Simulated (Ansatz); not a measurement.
## ZnF$_{2}$: a fit and a missing row

ZnF$_{2}$, P4_2/mnm, a = 4.800 Å, c = 3.175 Å. Ansatz: PBE, PAW, 420 eV, Γ-centred 6×6×8 mesh on 6 atoms, Gaussian smearing 0.02 eV; no spin polarisation. Shape and atoms are relaxed at each volume; pressure is positive in compression.

| V (Å³/atom) | P (GPa) |
| --- | --- |
| 10.731 | 16.86 |
| 11.097 | 11.46 |
| 11.462 | 6.93 |
| 11.828 | 3.16 |
| 12.194 | 0.02 |
| 12.560 | ? |
| 12.926 | -4.39 |
| 13.413 | -5.82 |

Q: Take V0 = 12.194 Å³/atom, count pressures from its P0 = 0.02 GPa, fit the third-order Birch–Murnaghan form to the other rows, and predict the missing pressure.

A: With the Eulerian strain f = ½[(V0/V)^(2/3) − 1] and y = (P − P0)/[3f(1 + 2f)^(5/2)], the form is the line y = B0 + 1.5 B0 (B0′ − 4) f. Rows (f, y): 0.04447, 102.0; 0.03243, 100.5; 0.02107, 98.6; 0.01026, 97.0; -0.01906, 85.0; -0.03077, 74.2. Means f = 0.009733, y = 92.883; Σ(Δf)² = 0.004320, ΣΔfΔy = 1.540; the slope is their ratio. y = 89.41 + 356.5 f GPa, so B0 = 89.4 GPa and B0′ = 4 + 2 × (356.5)/(3 × 89.41) = 6.66. At V = 12.560, f = -0.00976, y = 85.93 and P = -2.38 GPa. The run gave -2.50 GPa, so the fit is 0.12 GPa too high, within the rms miss on the fitted rows (0.27 GPa).